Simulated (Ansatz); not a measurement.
**Co₃Si: computed properties**

Method: Ansatz, DFT PBEsol, scalar-relativistic, plane waves, PAW.

Plane waves to 420 eV, a k mesh through Γ of 12×12×10 on the computed 8-atom cell and Gaussian smearing (0.10 eV); no spin polarisation.

The structure is relaxed at this level of theory with its symmetry kept. Whether it is the stable form of this composition wasn't checked.

```cif
data_structure
_symmetry_space_group_name_H-M 'P6_3/mmc'
_symmetry_Int_Tables_number 194
_cell_length_a 4.8891
_cell_length_b 4.8891
_cell_length_c 3.9041
_cell_angle_alpha 90.000
_cell_angle_beta 90.000
_cell_angle_gamma 120.000
_cell_volume 80.82
loop_
_atom_site_label
_atom_site_type_symbol
_atom_site_symmetry_multiplicity
_atom_site_Wyckoff_symbol
_atom_site_fract_x
_atom_site_fract_y
_atom_site_fract_z
_atom_site_occupancy
Co1 Co 6 h 0.16642 0.33284 0.75000 1
Si1 Si 2 c 0.66667 0.33333 0.75000 1
```

| Quantity | Value |
| --- | --- |
| Space group | P6_3/mmc (No. 194) |
| Volume per atom | 10.10 Å³ |
| Formation energy from the elements' standard states (uncorrected) | -0.350 eV/atom |
| Kohn–Sham band gap | none (metal) |
| Density of states at the Fermi level | 11.46 states/eV per cell |
| Löwdin character within 0.5 eV of the Fermi level | Co 3d 94 % |
| Bulk modulus | 273 GPa |
| Its pressure derivative | 4.6 |
| Bader charges (e) | Co (6 in the cell) -0.16, Si (2 in the cell) 0.49 |

Spin polarisation was left out, and a magnetic state may lie lower.

A ferromagnetic start lost its moments in a first run, so spin was left out; other magnetic orders weren't tried.